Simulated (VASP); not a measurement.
Hg: relaxation of the atoms with revPBE+D2

Slab: Hg, a slab with vacuum.

```
Hg
1.0
     3.60580    0.00000    0.00000
     1.79952    3.12466    0.00000
     0.00000    0.00000   23.44407
Hg
4
Cartesian
  1.8072 1.0447 7.5000
  3.6175 2.0912 10.3396
  1.8042 1.0429 13.1044
  3.6145 2.0894 15.9441
```

| Property | Result |
| --- | --- |
| Program | VASP 6.6.1 |
| Task | relaxation of the atoms |
| Functional | revPBE |
| Dispersion | D2 |
| Potentials or basis | VASP PAW PBE potentials, release 64 (Hg) |
| Cutoff | 520 eV |
| k mesh | 7 × 7 × 1 |
| Occupations | fermi-dirac, width 0.05 eV |
| Spin | no spin polarisation |
| Dipole correction | yes |
| Atoms held fixed (from 0) | [0, 1] |
| Further INCAR settings | ALGO = Fast; EDIFF = 1e-06; IBRION = 2; EDIFFG = -0.02; NSW = 40 |

- Energy gained by relaxing: 20.5 meV/atom
- Ionic steps: 9
- Band gap on the k mesh: 1.35 eV, indirect (least direct gap 2.02 eV)
- Dispersion energy per atom: -1.396 eV

Step by step:
```tsv
step	energy change (eV)	largest force (eV/Å)	pressure (GPa)
1	0.0000	0.4182	1.49
2	-0.0083	0.4170	1.44
3	-0.0286	0.4184	1.31
4	-0.0464	0.5012	1.02
5	-0.0563	0.4286	0.99
6	-0.0767	0.4283	0.87
7	-0.0715	0.6807	0.58
8	-0.0821	0.4352	0.75
9	-0.0821	0.4362	0.74
```

Final structure:
```xyz
4
Lattice="3.6058 0.0000 0.0000 1.7995 3.1247 0.0000 0.0000 0.0000 23.4441" Properties=species:S:1:pos:R:3 pbc="T T T"
Hg    1.8072    1.0447    7.5000
Hg    3.6175    2.0912   10.3396
Hg    1.8104    1.0465   13.2964
Hg    3.6115    2.0877   16.2783
```

Levels at points of the mesh, in eV from the valence-band top:
```
           k point  band 22  band 23  band 24  band 25  band 26  band 27
(0.00, 0.00, 0.00)    -4.62    -3.41    -1.99     1.35     3.11     4.61
```

Run time: 6.4 min on 1 thread of Intel(R) Xeon(R) 6975P-C (Granite Rapids) (shared host), peak memory 0.43 GiB.

Caveat: the PAW data sets were made with another functional, which shifts forces and pressure a little; spin-orbit coupling is left out, which moves the levels of the heavy elements.
